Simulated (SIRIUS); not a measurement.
# In (Im-3m) in SIRIUS: reference runs

How does In come out in PBEsol? The cell is run as given and disturbed.

Everything below comes from runs of SIRIUS 7.12.0. Logs are shortened: lines on timing, memory, paths and dates and some standing lists are left out, and cuts for length are marked. The log counts tension as positive stress, the text compression.

## 1. Starting point

It takes space group Im-3m (No. 229, cubic). The conventional cell has a = 3.765 Å, b = 3.765 Å, c = 3.765 Å, α = 90.00°, β = 90.00°, γ = 90.00°. In (site symmetry m-3m) has 8 In at 3.26 Å as nearest neighbours.

This isn't the form of In at room conditions, which is tetragonal.

## 2. Single point, PBEsol

Input file sirius.json:

```json
{
  "control": {
    "processing_unit": "cpu",
    "verbosity": 2,
    "num_bands_to_print": 13,
    "print_forces": true,
    "print_stress": true
  },
  "parameters": {
    "electronic_structure_method": "pseudopotential",
    "xc_functionals": ["XC_GGA_X_PBE_SOL", "XC_GGA_C_PBE_SOL"],
    "gk_cutoff": 8.4,
    "pw_cutoff": 16.8,
    "ngridk": [10, 10, 10],
    "shiftk": [0, 0, 0],
    "smearing": "fermi_dirac",
    "smearing_width": 0.0018374661,
    "num_bands": 13,
    "num_mag_dims": 0,
    "num_dft_iter": 100,
    "energy_tol": 1e-08,
    "density_tol": 1e-06
  },
  "iterative_solver": {
    "type": "davidson",
    "min_tolerance": 1e-10
  },
  "mixer": {
    "type": "anderson",
    "beta": 0.7,
    "max_history": 8
  },
  "settings": {
    "tol_ne": 1e-10,
    "pseudo_grid_cutoff": 6.5
  },
  "unit_cell": {
    "lattice_vectors": [
      [-3.557457126295, 3.557457126295, 3.557457126295],
      [3.557457126295, -3.557457126295, 3.557457126295],
      [3.557457126295, 3.557457126295, -3.557457126295]
    ],
    "atom_coordinate_units": "lattice",
    "atom_types": ["In"],
    "atom_files": {
      "In": "In.json"
    },
    "atoms": {
      "In": [
        [0.0, 0.0, 0.0]
      ]
    }
  }
}
```

Potentials or basis: PseudoDojo 0.4.1 PBEsol standard (scalar relativistic).

The run is started by

```sh
$ upf_to_json In.upf
$ OMP_NUM_THREADS=1 sirius.scf --input=sirius.json --output=out.json --task=0
```

The program printed:

```text
[info] SIRIUS version : 7.12.0
[info] number of MPI ranks           : 1
[info] MPI grid                      : 1 1
[info] maximum number of OMP threads : 1
[fft] FFT context for density and potential
[fft] =====================================
[fft]   comm size                             : 1
[fft]   plane wave cutoff                     : 16.8
[fft]   grid size                             : 36 36 36   total : 46656
[fft]   grid limits                           : -17 18   -17 18   -17 18
[fft]   number of G-vectors within the cutoff : 7182
[fft]   local number of G-vectors             : 7182
[fft]   number of G-shells                    : 395
[fft] FFT context for coarse grid
[fft] =====================================
[fft]   comm size                             : 1
[fft]   plane wave cutoff                     : 16.8
[fft]   grid size                             : 36 36 36   total : 46656
[fft]   grid limits                           : -17 18   -17 18   -17 18
[fft]   number of G-vectors within the cutoff : 7182
[fft]   local number of G-vectors             : 7182
[fft]   number of G-shells                    : 395
[unit cell] lattice vectors
[unit cell]   a1 :      -3.5574571263      3.5574571263      3.5574571263
[unit cell]   a2 :       3.5574571263     -3.5574571263      3.5574571263
[unit cell]   a3 :       3.5574571263      3.5574571263     -3.5574571263
[unit cell] reciprocal lattice vectors
[unit cell]   b1 :       0.0000000000      0.8831006368      0.8831006368
[unit cell]   b2 :       0.8831006368      0.0000000000      0.8831006368
[unit cell]   b3 :       0.8831006368      0.8831006368      0.0000000000
[unit cell] unit cell volume :       180.08561180 [a.u.^3]
[unit cell] 1/sqrt(omega)    :         0.07451788
[unit cell] MT volume        :         0.00000000 ( 0.00%)
[unit cell] IT volume        :       180.08561180 (100.00%)
[unit cell] number of atom types : 1
[unit cell] type id : 0 symbol : In mt_radius :  19.390000 num_atoms : 1
[unit cell] total number of atoms : 1
[unit cell] number of symmetry classes : 1
[unit cell] number of PAW atoms : 0
[unit cell] atom id  type id  class id             position                      vector_field
[unit cell] ------------------------------------------------------------------------------------------
[unit cell]      0        0        0      0.00000   0.00000   0.00000      0.00000   0.00000   0.00000
[unit cell] atom id         position (Cartesian, a.u.)
[unit cell] ---------------------------------------------
[unit cell]      0       0.000000    0.000000    0.000000
[unit cell] class id : 0 atom id : 0
[unit cell] minimum bond length:     6.161696
[unit cell] total number of pseudo wave-functions: 9
[sym] space group number   : 229
[sym] international symbol : Im-3m
[sym] Hall symbol          : -I 4 2 3
[sym] space group transformation matrix :
[sym]  -0.5000  0.5000  0.5000
[sym]   0.5000 -0.5000  0.5000
[sym]   0.5000  0.5000 -0.5000
[sym] space group origin shift :
[sym]   0.0000  0.0000  0.0000
[sym] number of space group operations  : 48
[sym] number of magnetic group operations : 48
[sym] metric tensor error: 7.1054e-15
[sym] rotation matrix error: 4.4409e-16
[sym] symmetry operations
[... list of symmetry operations ...]
[atom type] label          : In
[atom type] --------------------------------------------------------------------------------
[atom type] symbol         : In
[atom type] name           :
[atom type] zn             : 13
[atom type] mass           : 0
[atom type] mt_radius      : 19.39
[atom type] num_mt_points  : 1940
[atom type] grid_origin    : 0
[atom type] grid_name      : external
[... 168 lines left out ...]
[find] Free energy (E-TS)             :     -66.29737421 (Ha),    -132.59474843 (Ry)
[find] band gap (eV)                  :       0.00000000
[find] Efermi                         :       0.36815550
[find] iteration : 3, RMS (target) : 4.6581e-04 (1.0000e-06) , energy difference (target) : -1.3943e-05 (1.0000e-08)
[find] | SCF iteration   4 out of 100|
[diagonalize] iterative solver tolerance (occupied, empty): 4.6581e-05 4.6581e-05
[diagonalize] average number of iterations: 4.19149
[find] Total energy                   :     -66.29717605 (Ha),    -132.59435210 (Ry)
[... 118 lines left out ...]
[diagonalize] average number of iterations: 2.38298
[find] Total energy                   :     -66.29717934 (Ha),    -132.59435868 (Ry)
[find] Free energy (E-TS)             :     -66.29738174 (Ha),    -132.59476349 (Ry)
[find] band gap (eV)                  :       0.00000000
[find] Efermi                         :       0.36816539
[find] iteration : 19, RMS (target) : 1.3352e-06 (1.0000e-06) , energy difference (target) : -2.6276e-11 (1.0000e-08)
[find] | SCF iteration  20 out of 100|
[diagonalize] iterative solver tolerance (occupied, empty): 3.08085e-10 3.08085e-10
[diagonalize] average number of iterations: 2.02128
[find] Total energy                   :     -66.29717934 (Ha),    -132.59435868 (Ry)
[find] Free energy (E-TS)             :     -66.29738174 (Ha),    -132.59476349 (Ry)
[find] band gap (eV)                  :       0.00000000
[find] Efermi                         :       0.36816535
[find] iteration : 20, RMS (target) : 1.0610e-06 (1.0000e-06) , energy difference (target) : -2.9146e-11 (1.0000e-08)
[find] bands are converged : true
[find] iterative solver converged : false
[find] +------------------------------+
[find] | SCF iteration  21 out of 100|
[find] +------------------------------+
[diagonalize] iterative solver tolerance (occupied, empty): 1.54042e-10 1.54042e-10
[diagonalize] average number of iterations: 1.93617
[diagonalize] Lowest band energies
[diagonalize] ik:    0   -0.165733   -0.165733   -0.165733   -0.155950   -0.155950    0.024613    0.769837    0.769837    0.769837    0.855268    0.855268    0.917796    0.917796
[diagonalize] ik:    1   -0.166110   -0.165393   -0.164285   -0.156344   -0.155964    0.033002    0.694480    0.734276    0.751165    0.812098    0.824542    0.848332    0.936952
[diagonalize] ik:    2   -0.167095   -0.164911   -0.160431   -0.157113   -0.155995    0.058469    0.567570    0.676651    0.709762    0.779229    0.787156    0.866628    0.956486
[diagonalize] ik:    3   -0.168306   -0.165358   -0.157262   -0.156020   -0.155528    0.101460    0.445746    0.627901    0.671910    0.756385    0.760028    0.908183    0.978273
[diagonalize] ik:    4   -0.169281   -0.166493   -0.156767   -0.156028   -0.151443    0.161738    0.336967    0.596209    0.647357    0.743301    0.743933    0.963246    1.002107
[diagonalize] ...
[diagonalize] ik:   42   -0.166697   -0.165117   -0.157974   -0.154956   -0.150843    0.291531    0.336000    0.456613    0.523201    0.662101    0.694948    0.970652    1.001761
[diagonalize] ik:   43   -0.167141   -0.166208   -0.156883   -0.153220   -0.151611    0.296397    0.381279    0.405756    0.539200    0.619886    0.676554    0.975653    1.112063
[diagonalize] ik:   44   -0.168123   -0.166924   -0.153380   -0.153380   -0.152730    0.291001    0.437485    0.437485    0.464652    0.575581    0.667801    1.065999    1.114317
[diagonalize] ik:   45   -0.168646   -0.168296   -0.153225   -0.152403   -0.151220    0.343927    0.386416    0.427370    0.476133    0.586927    0.606885    1.071380    1.124736
[diagonalize] ik:   46   -0.169473   -0.169473   -0.151364   -0.151364   -0.151364    0.402417    0.417218    0.417218    0.417218    0.563688    0.563688    1.112932    1.220394
[find] Charges and magnetic moments
[find] --------------------------------------------------------------------------------
[find] total charge          : 13.000000
[find] Energy
[find] --------------------------------------------------------------------------------
[find] valence_eval_sum               :      -0.90968396
[find] <rho|V^{XC}>                   :     -11.51604727
[find] <rho|E^{XC}>                   :     -19.81651302
[find] <mag|B^{XC}>                   :       0.00000000
[find] <rho|V^{H}>                    :      27.73163404
[find] one-electron contribution      :     -17.12527073 (Ha),     -34.25054146 (Ry)
[find] hartree contribution           :      13.86581702
[find] xc contribution                :     -19.81651302
[find] ewald contribution             :     -43.22121329
[find] PAW contribution               :       0.00000000
[find] smearing (-TS)                 :      -0.00020241
[find] SCF correction                 :       0.00000069
[find] Total energy                   :     -66.29717934 (Ha),    -132.59435868 (Ry)
[find] Free energy (E-TS)             :     -66.29738174 (Ha),    -132.59476349 (Ry)
[find] band gap (eV)                  :       0.00000000
[find] Efermi                         :       0.36816541
[find] iteration : 21, RMS (target) : 6.4284e-07 (1.0000e-06) , energy difference (target) : 3.6252e-11 (1.0000e-08)
[find] bands are converged : true
[find] iterative solver converged : true
[find] converged after 22 SCF iterations!
[find] Charges and magnetic moments
[find] --------------------------------------------------------------------------------
[find] total charge          : 13.000000
[find] Energy
[find] --------------------------------------------------------------------------------
[find] valence_eval_sum               :      -0.90968396
[find] <rho|V^{XC}>                   :     -11.51604727
[find] <rho|E^{XC}>                   :     -19.81651302
[find] <mag|B^{XC}>                   :       0.00000000
[find] <rho|V^{H}>                    :      27.73163404
[find] one-electron contribution      :     -17.12527073 (Ha),     -34.25054146 (Ry)
[find] hartree contribution           :      13.86581702
[find] xc contribution                :     -19.81651302
[find] ewald contribution             :     -43.22121329
[find] PAW contribution               :       0.00000000
[find] smearing (-TS)                 :      -0.00020241
[find] SCF correction                 :       0.00000069
[find] Total energy                   :     -66.29717934 (Ha),    -132.59435868 (Ry)
[find] Free energy (E-TS)             :     -66.29738174 (Ha),    -132.59476349 (Ry)
[find] band gap (eV)                  :       0.00000000
[find] Efermi                         :       0.36816541
[ground_state] === stress tensor components [kbar] ===
[ground_state] === stress_kin ===
[ground_state] -45447.374647    0.000000    0.000000
[ground_state]     0.000000-45447.374647   -0.000000
[ground_state]     0.000000   -0.000000-45447.374647
[ground_state] === stress_har ===
[ground_state] -7550.970961    0.000000   -0.000000
[ground_state]     0.000000-7550.970961   -0.000000
[ground_state]    -0.000000   -0.000000-7550.970961
[ground_state] === stress_ewald ===
[ground_state] 23537.172458    0.000000   -0.000000
[ground_state]     0.00000023537.172458    0.000000
[ground_state]    -0.000000    0.00000023537.172458
[ground_state] === stress_vloc ===
[ground_state]  2556.238083    0.000000   -0.000000
[ground_state]     0.000000 2556.238083   -0.000000
[ground_state]    -0.000000   -0.000000 2556.238083
[ground_state] === stress_xc ===
[ground_state] -13399.632098    0.000000    0.000000
[ground_state]     0.000000-13399.632098   -0.000000
[ground_state]     0.000000   -0.000000-13399.632098
[ground_state] === stress_core ===
[ground_state] 19736.557605    0.000000   -0.000000
[ground_state]     0.00000019736.557605    0.000000
[ground_state]    -0.000000    0.00000019736.557605
[ground_state] === stress_nonloc ===
[ground_state] 20581.142284    0.000000   -0.000000
[ground_state]     0.00000020581.142284    0.000000
[ground_state]    -0.000000    0.00000020581.142284
[ground_state] === stress_us_nl ===
[ground_state] 20581.142284    0.000000   -0.000000
[ground_state]     0.00000020581.142284    0.000000
[ground_state]    -0.000000    0.00000020581.142284
[ground_state] === stress_total ===
[ground_state]    13.132726    0.000000   -0.000000
[ground_state]     0.000000   13.132726   -0.000000
[ground_state]    -0.000000   -0.000000   13.132726
[ground_state] ==== total Forces in Ha/bohr =====
[ground_state] atom:    0, force:       0.0000000      0.0000000      0.0000000
[... 8 lines left out ...]
[ground_state] ==== Ewald forces from ions =====
[ground_state] atom:    0, force:       0.0000000      0.0000000      0.0000000
[~DFT_ground_state] local op. applied: 27463
[~DFT_ground_state] evp. work count: 8312.78
[~DFT_ground_state] number of iterative solver steps: 2236
```

Run time: 19 s. Hardware: 1 thread of Intel Xeon 6975P-C (Granite Rapids), shared host; peak memory 0.21 GiB.

What came out:

```
Free energy            : -1804.0437 eV
Pressure               : -1.3 GPa
Band gap on the k mesh : none (metal or under the smearing width)
```

## 3. Single point, PBEsol (cell strained at random at fixed volume)

Changes to sirius.json since step 2:

```diff
@@ -38,5 +38,5 @@
     "lattice_vectors": [
-      [-3.557457126295, 3.557457126295, 3.557457126295],
-      [3.557457126295, -3.557457126295, 3.557457126295],
-      [3.557457126295, 3.557457126295, -3.557457126295]
+      [-3.533317311245, 3.509467077826, 3.616692027864],
+      [3.464878989916, -3.61467002091, 3.653458539344],
+      [3.512090017687, 3.593442727352, -3.721894970948]
     ],
@@ -49,3 +49,3 @@
       "In": [
-        [0.0, 0.0, 0.0]
+        [-0.000103, -0.002171, 0.00147]
       ]
```

Potentials or basis: PseudoDojo 0.4.1 PBEsol standard (scalar relativistic).

The run is started by

```sh
$ upf_to_json In.upf
$ OMP_NUM_THREADS=1 sirius.scf --input=sirius.json --output=out.json --task=0
```

Run time: 2.3 min. Hardware: 1 thread of Intel Xeon 6975P-C (Granite Rapids), shared host; peak memory 1.2 GiB.

It converged, with:

```yaml
Free_energy: -1804.0414 eV
Pressure: -1.3 GPa
Band_gap_on_the_k_mesh: none (metal or under the smearing width)
```

Stress tensor (GPa, compression positive):
```
-0.83 -0.07  0.32
-0.07 -1.42  0.62
 0.32  0.62 -1.57
```
